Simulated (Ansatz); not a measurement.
# SnS2 (Berndtite-2T): the cost of one run

Program: Ansatz 0.2.0 through its Python package. Level of theory: DFT PBE, plane waves, PAW. These are calculated values, not measurements.

## (1) The structure

The structure is trigonal, space group P-3m1 (No. 164). The conventional cell has a = 3.639 Å, b = 3.639 Å, c = 5.868 Å, α = 90.00°, β = 90.00°, γ = 120.00°. Around Sn (site symmetry -3m) lie 6 S at 2.56 Å. S (site symmetry 3m) has 3 Sn at 2.56 Å as nearest neighbours.

The script holds or builds the structure itself.

## (2) Script

File phonons.py:

```python
"""Lattice dynamics of SnS2 in a supercell."""

from pathlib import Path

import ansatz as az
import numpy as np

vectors = np.array([
    [3.639, 0.0, 0.0],
    [-1.8195, 3.151466, 0.0],
    [0.0, 0.0, 5.868],
])
xtal = (
    az.Lattice.of(vectors)
    .atom("Sn", (0.0, 0.0, 0.0))
    .atom("S", (1 / 3, 2 / 3, 0.25))
    .atom("S", (2 / 3, 1 / 3, 0.75))
)

# the cell itself: zone-centre modes alone
setup = (
    xtal.calculation()
    .functional("PBE")
    .basis(450)
    .occupations("fixed")
    .kpoints(6, 6, 3)
    .phonons("fd", supercell=1)
)
outcome = setup.run(threads=1, pin="off", runs_dir="phonon_runs")
folder = Path(outcome.output_folder) / "results"
ph = outcome.phonons

for mode, w in enumerate(ph.gamma_omega_inv_cm, start=1):
    print(f"Gamma mode {mode:2d}: {w:8.1f} 1/cm  {w / 33.35641:7.3f} THz")
print(f"{ph.n_members} displaced supercells, sum-rule residual {ph.asr_residual_pre_ev_ang2:.1e} eV/A^2")
optical = np.sort(ph.gamma_omega_inv_cm)
print("imaginary modes at Gamma:", int((optical < -10).sum()), "- highest mode", round(float(optical[-1]), 1), "1/cm")
```

## (3) The run

Started as:

```
$ python phonons.py
```

What time and memory should one allow on 1 thread of Arm Neoverse V1, shared host?

About 14 s, with a peak of 0.44 GiB.
